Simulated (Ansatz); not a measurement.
# V2O3: the cost of one run

Program: Ansatz 0.2.0. Level of theory: DFT PBE, scalar-relativistic, plane waves, PAW. These are calculated values, not measurements.

## (1) The starting structure

It takes space group R-3c (No. 167, trigonal). Conventional cell: a = 4.852 Å, b = 4.852 Å, c = 14.312 Å, α = 90.00°, β = 90.00°, γ = 120.00°. V (site symmetry 3) has 6 O at 1.97 to 2.04 Å as nearest neighbours. Around O (site symmetry 2) lie 4 V at 1.97 to 2.04 Å.

As a file:

```
V O
1.0
     2.42593    1.40061    4.77059
    -2.42593    1.40061    4.77059
     0.00000   -2.80122    4.77059
V O
4 6
Direct
  0.34029 0.34029 0.34029
  0.15971 0.15971 0.15971
  0.65971 0.65971 0.65971
  0.84029 0.84029 0.84029
  0.57445 0.92555 0.25000
  0.25000 0.57445 0.92555
  0.92555 0.25000 0.57445
  0.42555 0.07445 0.75000
  0.75000 0.42555 0.07445
  0.07445 0.75000 0.42555
```

This cell comes from an earlier session at PBE: 9.726 Å³/atom at 0.02 GPa, on a 6×6×6 mesh.

## (2) Antiferromagnetic, in the cell as typed

The input, input.yaml:

```yaml
crystal:
  lattice:
    - [2.4259267974, 1.4006094895, 4.7705934597]
    - [-2.4259267974, 1.4006094895, 4.7705934597]
    - [0.0, -2.8012189791, 4.7705934597]
  atoms:
    - { symbol: V, position: [0.3402853322, 0.3402853322, 0.3402853322], spin: 2.0 }
    - { symbol: V, position: [0.1597146678, 0.1597146678, 0.1597146678], spin: -2.0 }
    - { symbol: V, position: [0.6597146678, 0.6597146678, 0.6597146678], spin: -2.0 }
    - { symbol: V, position: [0.8402853322, 0.8402853322, 0.8402853322], spin: 2.0 }
    - { symbol: O, position: [0.5744492797, 0.9255507203, 0.25] }
    - { symbol: O, position: [0.25, 0.5744492797, 0.9255507203] }
    - { symbol: O, position: [0.9255507203, 0.25, 0.5744492797] }
    - { symbol: O, position: [0.4255507203, 0.0744492797, 0.75] }
    - { symbol: O, position: [0.75, 0.4255507203, 0.0744492797] }
    - { symbol: O, position: [0.0744492797, 0.75, 0.4255507203] }
basis:
  ecutwfc: 420
  ecutrho_ratio: 4
kpoints:
  mp_grid: { grid: [6, 6, 6] }
hamiltonian:
  xc: pbe
scf:
  occupations: { method: gaussian, width: 0.05 }
  lower_state_search: "off"
output:
  forces: true
  stress: true
  eigenvalues: true
  populations: true
magnetization:
  spin_polarized: true
```

Started as:

```bash
$ ansatz run input.yaml --threads 2 --pin off --max-ram 5120MiB --backend cpu --events-out ev --progress --plain --runs-dir out
```

**Question.** How long does this run take on 2 threads of AMD EPYC 7R13 (Zen 3), shared host, and how much memory does it need?

About 26 s, with a peak of 0.61 GiB.
